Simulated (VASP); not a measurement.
Input:

```yaml
crystal:
  lattice:
    - [4.42423, 0.00000, 0.00000]
    - [0.00000, 4.42423, 0.00000]
    - [0.00000, 0.00000, 2.88726]
  atoms:
    - { symbol: Ge, position: [0.00000, 0.00000, 0.00000] }
    - { symbol: Ge, position: [0.50000, 0.50000, 0.50000] }
    - { symbol: O, position: [0.30623, 0.30623, 0.00000] }
    - { symbol: O, position: [0.80623, 0.19377, 0.50000] }
    - { symbol: O, position: [0.19377, 0.80623, 0.50000] }
    - { symbol: O, position: [0.69377, 0.69377, 0.00000] }
```

Level of theory: PBEsol GGA, VASP's PBE PAW potentials (set 64) (plane waves; VASP). Settings: 520 eV cut-off, Gaussian smearing of 0.050 eV, potentials Ge_d O.

Problem. What does the run give for the band gap (along the path) with the smallest direct gap where there is one?

Solution. 
The band gap (along the path) comes out as 1.57 eV. The smallest direct gap (along the path) comes out as 1.57 eV.

Total energies compare only between runs with the same potentials, cut-off and functional.

The compound is GeO2 in the rutile structure. It was relaxed first.
